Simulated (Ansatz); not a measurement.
# Pressure coefficients of LiF

```cif
data_structure
_symmetry_space_group_name_H-M 'P 1'
_symmetry_Int_Tables_number 1
_cell_length_a 3.0866
_cell_length_b 3.0866
_cell_length_c 3.0866
_cell_angle_alpha 60.000
_cell_angle_beta 60.000
_cell_angle_gamma 60.000
_cell_volume 20.79
loop_
_atom_site_label
_atom_site_type_symbol
_atom_site_fract_x
_atom_site_fract_y
_atom_site_fract_z
_atom_site_occupancy
Li1 Li 0.00000 0.00000 0.00000 1
F1 F 0.25000 0.25000 0.25000 1
```

The runs use the primitive cell with vectors (0.000, 2.183, 2.183), (2.183, 0.000, 2.183), (2.183, 2.183, 0.000) Å, to which the k mesh refers.

The conventional cell has a = 4.365 Å, b = 4.365 Å, c = 4.365 Å, α = 90.00°, β = 90.00°, γ = 90.00°. Li (atom 1) has 4 F at 1.89 Å as nearest neighbours. F (atom 2) has 4 Li at 1.89 Å as nearest neighbours.

The structure comes from a relaxation in the same program, started in the zincblende type, and has space group F-43m. Whether it is a known phase or the ground state wasn't checked.

All numbers below come from DFT, PBE, all-electron LAPW, scalar-relativistic (Ansatz 0.2.0).

Settings: a Γ-centred 16×16×16 k mesh, Fermi–Dirac smearing of 0.03 eV, basis error target 0.5 meV/atom, no spin polarisation.

The cell is scaled evenly with fractional coordinates held. Semilocal gaps are too small, but their slopes carry over better.

```tsv
V/V(cell)	P (GPa)	gap on the k mesh (eV)
0.9600	2.22	7.854
0.9800	1.02	7.743
1.0000	-0.06	7.636
1.0200	-1.04	7.533
```

Problem. From the rows at 0.9800 and 1.0200, what is the bulk modulus at the cell's volume?

Solution. B = −ΔP/Δln V = −[(-1.04) − (1.02)]/0.04001 = 51.5 GPa.

Problem. What are the gap's volume deformation potential and pressure coefficient?

Solution. dEg/dln V = (7.533 − 7.743)/0.04001 = -5.25 eV, and dEg/dP = −(dEg/dln V)/B = 102 meV/GPa: pressure widens the gap.

Problem. Predict the row at V/V(cell) = 1.0400. How far is a linear estimate of P off?

Solution. P = -1.92 GPa, gap 7.434 eV. The linear estimate P(cell) − B ln(V/V(cell)) = -2.08 GPa misses by 0.16 GPa, since the modulus falls on expansion.
